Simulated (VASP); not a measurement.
Data:

```
NaBr
1.0
    0.00000     2.96450     2.96450
    2.96450     0.00000     2.96450
    2.96450     2.96450     0.00000
Na Br
1 1
Cartesian
  0.00000   0.00000   0.00000
  2.96450   2.96450   2.96450
```

Calculation: PBE GGA, VASP's PBE PAW potentials (set 64) (plane waves; VASP 6.6.1). Settings: 300 eV cut-off, 5×5×5 Γ-centred mesh, Fermi-Dirac smearing of 0.010 eV, potentials Na_pv Br.

Give the energies of bands 5 to 10 at the high-symmetry points, in eV from the valence-band maximum.

| band | Γ | X | U | L | W |
|---|---|---|---|---|---|
| 5 | 0.00 | -1.85 | -1.58 | -2.13 | -1.35 |
| 6 | 0.00 | -0.69 | -1.27 | -0.29 | -1.35 |
| 7 | 0.00 | -0.69 | -0.57 | -0.29 | -0.87 |
| 8 | 4.22 | 6.18 | 6.92 | 6.20 | 7.59 |
| 9 | 9.85 | 6.98 | 8.09 | 9.55 | 8.85 |
| 10 | 9.85 | 10.85 | 9.90 | 9.55 | 8.85 |

The gap is direct, 4.22 eV, from the valence maximum at Γ to the conduction minimum at Γ.

The structure comes from a computed database's NaBr entry; how it stands against other phases isn't given here. The cell was not relaxed at this level.
